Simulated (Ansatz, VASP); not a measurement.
## Au in VASP and in Ansatz

INCAR

```
ALGO = Fast
EDIFF = 1E-7
ENCUT = 520
GGA = PS
ISIF = 2
ISMEAR = 0
LASPH = True
LCHARG = False
LREAL = False
LWAVE = False
NBANDS = 12
NELM = 100
PREC = Accurate
SIGMA = 0.1
```

The input KPOINTS:

```
k-points
0
Gamma
  18 18 18
```

POSCAR

```
Au
1.0
   -1.6734018306      1.6734018306      1.6734018306
    1.6734018306     -1.6734018306      1.6734018306
    1.6734018306      1.6734018306     -1.6734018306
Au
1
Direct
    0.0000000000      0.0000000000      0.0000000000
```

Input for Ansatz:

```yaml
crystal:
  lattice:
    - [-1.6734018306, 1.6734018306, 1.6734018306]
    - [1.6734018306, -1.6734018306, 1.6734018306]
    - [1.6734018306, 1.6734018306, -1.6734018306]
  atoms:
    - { symbol: Au, position: [0.0, 0.0, 0.0] }
basis:
  ecutwfc: 420
kpoints:
  mp_grid: { grid: [18, 18, 18] }
hamiltonian:
  xc: pbesol
scf:
  occupations: { method: gaussian, width: 0.1 }
output:
  forces: true
  stress: true
  eigenvalues: true
```

Alike in both runs: task single point; functional PBEsol; k mesh 18 × 18 × 18; occupations gaussian, width 0.1 eV; no spin polarisation.

```csv
,VASP,Ansatz
version,VASP 6.6.1,Ansatz 0.2.0
potentials or method,"VASP PAW PBE potentials, release 64 (Au)","scalar-relativistic, plane waves, PAW"
plane-wave cutoff (eV),520,420
valence electrons in the cell,11,19
```

```tsv
	VASP	Ansatz	Ansatz less VASP
gap on the k mesh at the Fermi level (eV)	none	none	-
pressure (GPa)	-12.7	-12.6	+0.17
```

A gap of «none» marks a metal or a gap that the smearing closes. The two sets of potentials don't hold the same shells in valence.

Caveats: the PAW data sets were made with another functional, which shifts forces and pressure a little (VASP). The runs have no spin-orbit coupling, so splittings on Au are missing.
